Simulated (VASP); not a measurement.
# CuAu3 (Pm-3m) in VASP: notebook

The runs below take CuAu3 through equation of state, with LDA.

Everything below comes from runs of VASP 6.6.1. Logs are shortened: lines on timing, memory, paths and dates and some standing lists are left out, and cuts for length are marked.

### 1 The crystal as given

It takes space group Pm-3m (No. 221, cubic). The conventional cell has a = 3.942 Å, b = 3.942 Å, c = 3.942 Å, α = 90.00°, β = 90.00°, γ = 90.00°. Au (site symmetry 4/mmm) is surrounded by 8 Au at 2.79 Å and 4 Cu at 2.79 Å. Cu (site symmetry m-3m) is surrounded by 12 Au at 2.79 Å.

### 2 Equation of state, LDA, 14.70 Å³/atom (a relaxed cell with its volume scaled by 0.96)

INCAR reads:

```
SYSTEM = CuAu3
  ALGO = Normal
  EDIFF = 1E-7
  ENCUT = 520
  ISIF = 2
  ISMEAR = -1
  KPAR = 2
  LASPH = .True.
  LCHARG = .False.
  LREAL = .False.
  LWAVE = .False.
  NELM = 80
  PREC = Accurate
  SIGMA = 0.05
```

KPOINTS reads:

```
k-points
0
Gamma
  6 6 6
  0 0 0
```

POSCAR reads:

```
CuAu3                                   
1.0
    3.8888717213      0.0000000000      0.0000000000
   -0.0000000000      3.8888717213     -0.0000000000
   -0.0000000000     -0.0000000000      3.8888717213
  Au              Cu            
     3     1
Direct
     0.5000000000000000    0.5000000000000000    0.0000000000000000
     0.5000000000000000    0.0000000000000000    0.5000000000000000
     0.0000000000000000    0.5000000000000000    0.5000000000000000
     0.0000000000000000    0.0000000000000000    0.0000000000000000
```

Potentials or basis: VASP PAW LDA potentials, release 64 (Au, Cu).

Started as:

```bash
> cat potpaw_LDA.64/Au/POTCAR potpaw_LDA.64/Cu/POTCAR > POTCAR
> mpirun -np 2 vasp_std > vasp.out
```

OUTCAR:

```text
SYSTEM = CuAu3
   EDIFF = 1E-7
   ENCUT = 520
   ISIF = 2
   ISMEAR = -1
   LASPH = .True.
   LREAL = .False.
   NELM = 80
   PREC = Accurate

 ion  position               nearest neighbor table
   1  0.500  0.500  0.000-   2 2.75   3 2.75   4 2.75   2 2.75   3 2.75   2 2.75   4 2.75   2 2.75
                             3 2.75   4 2.75   3 2.75   4 2.75
   2  0.500  0.000  0.500-   1 2.75   3 2.75   4 2.75   1 2.75   4 2.75   1 2.75   3 2.75   1 2.75
                             3 2.75   4 2.75   4 2.75   3 2.75
   3  0.000  0.500  0.500-   1 2.75   2 2.75   4 2.75   1 2.75   4 2.75   2 2.75   4 2.75   4 2.75
                             1 2.75   2 2.75   1 2.75   2 2.75
   4  0.000  0.000  0.000-   1 2.75   2 2.75   3 2.75   2 2.75   3 2.75   1 2.75   3 2.75   3 2.75
                             1 2.75   2 2.75   2 2.75   1 2.75

  LATTYP: Found a simple cubic cell.
 ALAT       =     3.8888717213

  Lattice vectors:

 A1 = (   3.8888717213,   0.0000000000,   0.0000000000)
 A2 = (   0.0000000000,   3.8888717213,   0.0000000000)
 A3 = (   0.0000000000,   0.0000000000,   3.8888717213)

Analysis of symmetry for initial positions (statically):
=====================================================================
 Subroutine PRICEL returns:
 Original cell was already a primitive cell.

 Routine SETGRP: Setting up the symmetry group for a
 simple cubic supercell.

 Subroutine GETGRP returns: Found 48 space group operations
 (whereof 48 operations were pure point group operations)
 out of a pool of 48 trial point group operations.

The static configuration has the point symmetry O_h .

Analysis of symmetry for dynamics (positions and initial velocities):
=====================================================================
 Subroutine PRICEL returns:
 Original cell was already a primitive cell.

 Routine SETGRP: Setting up the symmetry group for a
 simple cubic supercell.

 Subroutine GETGRP returns: Found 48 space group operations
 (whereof 48 operations were pure point group operations)
 out of a pool of 48 trial point group operations.

The dynamic configuration has the point symmetry O_h .

 Subroutine INISYM returns: Found 48 space group operations
 (whereof 48 operations are pure point group operations),
 and found     1 'primitive' translations

----------------------------------------------------------------------------------------

                                     Primitive cell

  volume of cell :      58.8127

  direct lattice vectors                    reciprocal lattice vectors
     3.888871721  0.000000000  0.000000000     0.257143992  0.000000000  0.000000000
     0.000000000  3.888871721  0.000000000     0.000000000  0.257143992  0.000000000
     0.000000000  0.000000000  3.888871721     0.000000000  0.000000000  0.257143992

  length of vectors
     3.888871721  3.888871721  3.888871721     0.257143992  0.257143992  0.257143992

  position of ions in fractional coordinates (direct lattice)
     0.500000000  0.500000000  0.000000000
     0.500000000  0.000000000  0.500000000
     0.000000000  0.500000000  0.500000000
     0.000000000  0.000000000  0.000000000

  ion indices of the primitive-cell ions
   primitive index   ion index
                 1           1
                 2           2
                 3           3
                 4           4

----------------------------------------------------------------------------------------

 KPOINTS: k-points

Automatic generation of k-mesh.
 Grid dimensions read from file:
 generate k-points for:    6    6    6

 Generating k-lattice:

  Cartesian coordinates                     Fractional coordinates (reciprocal lattice)
     0.042857332  0.000000000  0.000000000     0.166666667  0.000000000  0.000000000
     0.000000000  0.042857332  0.000000000     0.000000000  0.166666667  0.000000000
     0.000000000  0.000000000  0.042857332     0.000000000  0.000000000  0.166666667

  Length of vectors
     0.042857332  0.042857332  0.042857332

  Shift w.r.t. Gamma in fractional coordinates (k-lattice)
     0.000000000  0.000000000  0.000000000

 Subroutine IBZKPT returns following result:
 ===========================================

 Found     20 irreducible k-points:

 Following reciprocal coordinates:
            Coordinates               Weight
  0.000000  0.000000  0.000000      1.000000
  0.166667  0.000000  0.000000      6.000000
  0.333333  0.000000  0.000000      6.000000
  0.500000  0.000000  0.000000      3.000000
  0.166667  0.166667  0.000000     12.000000
  0.333333  0.166667  0.000000     24.000000
[... 12 lines left out ...]
  0.500000  0.500000  0.333333      6.000000
  0.500000  0.500000  0.500000      1.000000
   k-points           NKPTS =     20   k-points in BZ     NKDIM =     20   number of bands    NBANDS=     26
   number of dos      NEDOS =    301   number of ions     NIONS =      4
   total plane-waves  NPLWV =  27000
   dimension x,y,z NGX =    30 NGY =   30 NGZ =   30
   dimension x,y,z NGXF=    60 NGYF=   60 NGZF=   60
   ions per type =               3   1
   NGX,Y,Z   is equivalent  to a cutoff of  12.82, 12.82, 12.82 a.u.
   NGXF,Y,Z  is equivalent  to a cutoff of  25.65, 25.65, 25.65 a.u.
 SYSTEM =  CuAu3
   PREC   = accura    normal or accurate (medium, high low for compatibility)
   ISTART =      0    job   : 0-new  1-cont  2-samecut
   ICHARG =      2    charge: 1-file 2-atom 10-const
   ISPIN  =      1    spin polarized calculation?
   LNONCOLLINEAR =      F non collinear calculations
   LSORBIT =      F    spin-orbit coupling
   LASPH  =      T    aspherical Exc in radial PAW
   ENCUT  =  520.0 eV  38.22 Ry    6.18 a.u.   7.23  7.23  7.23*2*pi/ulx,y,z
   NELM   =     80;   NELMIN=  2; NELMDL= -5     # of ELM steps
   EDIFF  = 0.1E-06   stopping-criterion for ELM
   LREAL  =      F    real-space projection
   EDIFFG = 0.1E-05   stopping-criterion for IOM
   NSW    =      0    number of steps for IOM
   IBRION =     -1    ionic relax: 0-MD 1-quasi-New 2-CG
   NFREE  =      0    steps in history (QN), initial steepest desc. (CG)
   ISIF   =      2    stress and relaxation
   ISYM   =      2    0-nonsym 1-usesym 2-fastsym
   POTIM  = 0.5000    time-step for ionic-motion
   TEBEG  =    0.0;   TEEND  =   0.0 temperature during run
   PSTRESS=    0.0 pullay stress
   NELECT =      44.0000    total number of electrons
   NUPDOWN=      -1.0000    fix difference up-down
   EMIN   =  10.00;   EMAX   =-10.00  energy-range for DOS
   EFERMI =   0.00;   METHOD = LEGACY
   ISMEAR =    -1;   SIGMA  =   0.05  broadening in eV -4-tet -1-fermi 0-gaus
   EFERMI_NEDOS =   21; number of points for ismear=-14 and -15
   IALGO  =     38    algorithm
   IMIX   =      4    mixing-type and parameters
     AMIX     =   0.40;   BMIX     =  1.00
     AMIX_MAG =   1.60;   BMIX_MAG =  1.00
  volume/ion in A,a.u.               =      14.70        99.22
  Fermi-wavevector in a.u.,A,eV,Ry     =   1.486171  2.808456 30.051244  2.208704
  Thomas-Fermi vector in A             =   2.599491
   LORBIT       =      0    0 simple, 1 ext, 2 COOP (PROOUT), +10 PAW based schemes
   GGA     = CA    functional components
   LHFCALC =     F    Hartree Fock is set to
   AEXX    =    0.0000 exact exchange contribution
   IVDW    =     0    specifies the selected vdW correction
   LEPSILON=     F    determine dielectric tensor
   LRPA    =     F    only Hartree local field effects (RPA)
 non-spin polarized calculation
  energy-cutoff  :      520.00
  volume of cell :       58.81
 maximum number of plane-waves:      1622
 NGX is ok and might be reduce to    30
   NGX = 15   NGY = 15   NGZ = 15

 number of electron      43.9999981 magnetization

 Free energy of the ion-electron system (eV)
  ---------------------------------------------------
  ext. energy  EPLUGINS =         0.00000000
  ---------------------------------------------------
  free energy    TOTEN  =       -18.05422666 eV

  energy without entropy =      -18.04694610  energy(sigma->0) =      -18.05058638

 E-fermi :  10.2591     XC(G=0): -13.3934

 val. band max:       10.2372799189   @ k =   0.5000   0.5000   0.0000
 cond. band min:      10.3885918681   @ k =   0.3333   0.3333   0.0000
 fundamental gap:      0.1513119491
 Fermi energy:        10.2590796694

 k-point     1 :       0.0000    0.0000    0.0000
  band No.  band energies     occupation
      1      -0.5248      2.00000
      2       1.9429      2.00000
      3       2.8585      2.00000
      4       2.8585      2.00000
      5       2.8585      2.00000
      6       3.0022      2.00000
[... 18 lines left out ...]
     25      16.7339      0.00000
     26      16.7339      0.00000

 k-point     2 :       0.1667    0.0000    0.0000
  band No.  band energies     occupation
      1      -0.1781      2.00000
      2       2.1574      2.00000
      3       2.9553      2.00000
      4       3.0507      2.00000
      5       3.0507      2.00000
      6       3.0596      2.00000
[... 18 lines left out ...]
     25      16.6315      0.00000
     26      16.6809      0.00000

 k-point     3 :       0.3333    0.0000    0.0000
  band No.  band energies     occupation
      1       0.7710      2.00000
      2       2.6619      2.00000
      3       3.1133      2.00000
      4       3.1873      2.00000
      5       3.6049      2.00000
      6       3.6049      2.00000
[... 18 lines left out ...]
     25      15.9860      0.00000
     26      16.4080      0.00000

 k-point     4 :       0.5000    0.0000    0.0000
  band No.  band energies     occupation
      1       1.6396      2.00000
      2       2.7216      2.00000
      3       3.1533      2.00000
      4       3.3351      2.00000
      5       4.2219      2.00000
      6       4.2219      2.00000
[... 18 lines left out ...]
     25      16.3354      0.00000
     26      16.3354      0.00000
[... 380 lines left out ...]
      1       2.3186      2.00000
      2       2.5644      2.00000
      3       2.6765      2.00000
      4       2.9619      2.00000
      5       4.5317      2.00000
      6       4.6816      2.00000
[... 18 lines left out ...]
     25      13.5643      0.00000
     26      14.0238      0.00000

 k-point    19 :       0.5000    0.5000    0.3333
  band No.  band energies     occupation
      1       2.4573      2.00000
      2       2.4573      2.00000
      3       2.4615      2.00000
      4       2.5180      2.00000
      5       4.7184      2.00000
      6       4.7184      2.00000
[... 18 lines left out ...]
     25      14.4437      0.00000
     26      14.4437      0.00000

 k-point    20 :       0.5000    0.5000    0.5000
  band No.  band energies     occupation
      1       2.2537      2.00000
      2       2.2992      2.00000
      3       2.2992      2.00000
      4       2.2992      2.00000
      5       4.7512      2.00000
      6       4.7512      2.00000
[... 18 lines left out ...]
     25      13.5833      0.00000
     26      13.5833      0.00000

------------------------ aborting loop because EDIFF is reached ----------------------------------------

  FORCE on cell =-STRESS in cart. coord.  units (eV):
  Direction    XX          YY          ZZ          XY          YZ          ZX
  --------------------------------------------------------------------------------------
  -------------------------------------------------------------------------------------
  Total        3.1992955      3.1992955      3.1992955     -0.0000000      0.0000000     -0.0000000
  in kB       87.1553564     87.1553564     87.1553564     -0.0000000      0.0000000     -0.0000000
  external PRESSURE =      87.1553564 kB  Pullay stress =       0.0000000 kB

 VOLUME and BASIS-vectors are now :
 -----------------------------------------------------------------------------
  energy-cutoff  :      520.00
  volume of cell :       58.81
      direct lattice vectors                 reciprocal lattice vectors
     3.888871721  0.000000000  0.000000000     0.257143992  0.000000000  0.000000000
     0.000000000  3.888871721  0.000000000     0.000000000  0.257143992  0.000000000
     0.000000000  0.000000000  3.888871721     0.000000000  0.000000000  0.257143992

 POSITION                                       TOTAL-FORCE (eV/Angst)
 -----------------------------------------------------------------------------------
      1.94444      1.94444      0.00000         0.000000      0.000000      0.000000
      1.94444      0.00000      1.94444         0.000000      0.000000      0.000000
      0.00000      1.94444      1.94444         0.000000      0.000000      0.000000
      0.00000      0.00000      0.00000         0.000000      0.000000      0.000000
 -----------------------------------------------------------------------------------
    total drift:                                0.000000      0.000000     -0.000000

  FREE ENERGIE OF THE ION-ELECTRON SYSTEM (eV)
  ---------------------------------------------------
  free  energy   TOTEN  =       -18.0542266580 eV

  energy  without entropy=      -18.0469461014  energy(sigma->0) =      -18.05058638
```

Run time: 15 s. Hardware: 2 MPI ranks of Intel Xeon Platinum 8259CL at 2.50GHz (Skylake/Cascade Lake), shared host; peak memory 0.15 GiB.

Results:

| Property | Result |
| --- | --- |
| Free energy | -18.0542 eV |
| Pressure | 8.7 GPa |
| Band gap on the k mesh | none (metal or under the smearing width) |

### 3 Equation of state, LDA, 15.01 Å³/atom (a relaxed cell with its volume scaled by 0.98)

INCAR is that of step 2.

KPOINTS is that of step 2.

Edit POSCAR of step 2 so:

```diff
@@ -2,5 +2,5 @@
 1.0
-    3.8888717213      0.0000000000      0.0000000000
-   -0.0000000000      3.8888717213     -0.0000000000
-   -0.0000000000     -0.0000000000      3.8888717213
+    3.9156923738      0.0000000000      0.0000000000
+   -0.0000000000      3.9156923738     -0.0000000000
+   -0.0000000000     -0.0000000000      3.9156923738
   Au              Cu
```

Potentials or basis: VASP PAW LDA potentials, release 64 (Au, Cu).

Started as:

```bash
> cat potpaw_LDA.64/Au/POTCAR potpaw_LDA.64/Cu/POTCAR > POTCAR
> mpirun -np 2 vasp_std > vasp.out
```

Wall time 15 s (2 MPI ranks of Intel Xeon Platinum 8259CL at 2.50GHz (Skylake/Cascade Lake), shared host); peak memory 0.15 GiB.

Results (log left out):

```
Free energy            : -18.1036 eV
Pressure               : 4.0 GPa
Band gap on the k mesh : none (metal or under the smearing width)
```

### 4 Equation of state, LDA, 15.32 Å³/atom

INCAR is that of step 3.

KPOINTS is that of step 3.

Edit POSCAR of step 3 so:

```diff
@@ -2,5 +2,5 @@
 1.0
-    3.9156923738      0.0000000000      0.0000000000
-   -0.0000000000      3.9156923738     -0.0000000000
-   -0.0000000000     -0.0000000000      3.9156923738
+    3.9421505573      0.0000000000      0.0000000000
+   -0.0000000000      3.9421505573     -0.0000000000
+   -0.0000000000     -0.0000000000      3.9421505573
   Au              Cu
```

Started as:

```bash
> cat potpaw_LDA.64/Au/POTCAR potpaw_LDA.64/Cu/POTCAR > POTCAR
> mpirun -np 2 vasp_std > vasp.out
```

Wall time 15 s (2 MPI ranks of Intel Xeon Platinum 8259CL at 2.50GHz (Skylake/Cascade Lake), shared host); peak memory 0.15 GiB.

It converged, with:

| Item | Value |
| --- | --- |
| Free energy | -18.1196 eV |
| Pressure | -0.1 GPa |
| Band gap on the k mesh | none (metal or under the smearing width) |

### 5 Equation of state, LDA, 15.62 Å³/atom (a relaxed cell with its volume scaled by 1.02)

INCAR is that of step 4.

KPOINTS is that of step 4.

Edit POSCAR of step 4 so:

```diff
@@ -2,5 +2,5 @@
 1.0
-    3.9421505573      0.0000000000      0.0000000000
-   -0.0000000000      3.9421505573     -0.0000000000
-   -0.0000000000     -0.0000000000      3.9421505573
+    3.9682582755      0.0000000000      0.0000000000
+   -0.0000000000      3.9682582755     -0.0000000000
+   -0.0000000000     -0.0000000000      3.9682582755
   Au              Cu
```

Started as:

```bash
> cat potpaw_LDA.64/Au/POTCAR potpaw_LDA.64/Cu/POTCAR > POTCAR
> mpirun -np 2 vasp_std > vasp.out
```

Run time: 15 s. Hardware: 2 MPI ranks of Intel Xeon Platinum 8259CL at 2.50GHz (Skylake/Cascade Lake), shared host; peak memory 0.16 GiB.

The run converged. Its results:

```
Free energy            : -18.1060 eV
Pressure               : -3.7 GPa
Band gap on the k mesh : none (metal or under the smearing width)
```

### 6 Equation of state, LDA, 15.93 Å³/atom (a relaxed cell with its volume scaled by 1.04)

INCAR is that of step 5.

KPOINTS is that of step 5.

Edit POSCAR of step 5 so:

```diff
@@ -2,5 +2,5 @@
 1.0
-    3.9682582755      0.0000000000      0.0000000000
-   -0.0000000000      3.9682582755     -0.0000000000
-   -0.0000000000     -0.0000000000      3.9682582755
+    3.9940269084      0.0000000000      0.0000000000
+   -0.0000000000      3.9940269084     -0.0000000000
+   -0.0000000000     -0.0000000000      3.9940269084
   Au              Cu
```

Potentials or basis: VASP PAW LDA potentials, release 64 (Au, Cu).

Started as:

```bash
> cat potpaw_LDA.64/Au/POTCAR potpaw_LDA.64/Cu/POTCAR > POTCAR
> mpirun -np 2 vasp_std > vasp.out
```

Wall time 15 s (2 MPI ranks of Intel Xeon Platinum 8259CL at 2.50GHz (Skylake/Cascade Lake), shared host); peak memory 0.16 GiB.

Results (log left out):

| Quantity | Value |
| --- | --- |
| Free energy | -18.0667 eV |
| Pressure | -6.8 GPa |
| Band gap on the k mesh | none (metal or under the smearing width) |

### 7 Equation of state, LDA

This step only gathers the single runs of the series.

Results:

```
Equilibrium volume                      : 15.32 Å³/atom
Bulk modulus                            : 192 GPa
Pressure derivative of the bulk modulus : 5.6 (rough: it moves with the points fitted)
```

Energy against volume, from the lowest point:
```csv
volume (Å³/atom),energy (meV/atom)
14.703,16.33
15.009,3.99
15.316,0.00
15.622,3.39
15.928,13.21
```

The run has no spin-orbit coupling, so splittings on Au are missing.
